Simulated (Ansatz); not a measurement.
## Phases of Mo at -1.3 GPa

Structure types of Mo are relaxed in primitive cells with their symmetry kept at -1.3 GPa, first on PAW files, then by LAPW. The enthalpy is E + pV at zero temperature, without zero-point motion. Only the types listed were tried, and differences under about 5 meV/atom are mesh noise. Not among the end structures: fcc, which may lie lower.

Level of theory: DFT with PBE, scalar-relativistic, in Ansatz 0.2.0; Fermi–Dirac smearing of 0.08 eV, no spin polarisation. LAPW: all electrons, basis error target 0.5 meV/atom; PAW: frozen-core files, cutoff 420 eV.

k meshes: bcc 17×17×17, hcp 16×16×9, omega 8×8×11, beta tin 16×16×16, sc 15×15×15.

Task: Which type is lowest in enthalpy, and by how much?

Result: bcc, 406 meV/atom below omega. The whole table:

```
start type             ends as          a, b, c (Å)  V (Å³/atom)  H − H(lowest), LAPW (meV/atom)  same, PAW
       bcc          bcc, Im-3m  3.167, 3.167, 3.167        15.88                             0.0        0.0
       hcp       hcp, P6_3/mmc  2.762, 2.762, 4.906        16.20                           437.1      436.5
     omega       omega, P6/mmm  4.678, 4.678, 2.566        16.21                           406.0      405.8
  beta tin  beta tin, I4_1/amd  5.070, 5.070, 2.647        17.00                           830.4      829.7
        sc           sc, Pm-3m  2.607, 2.607, 2.607        17.72                          1154.3     1153.5
```
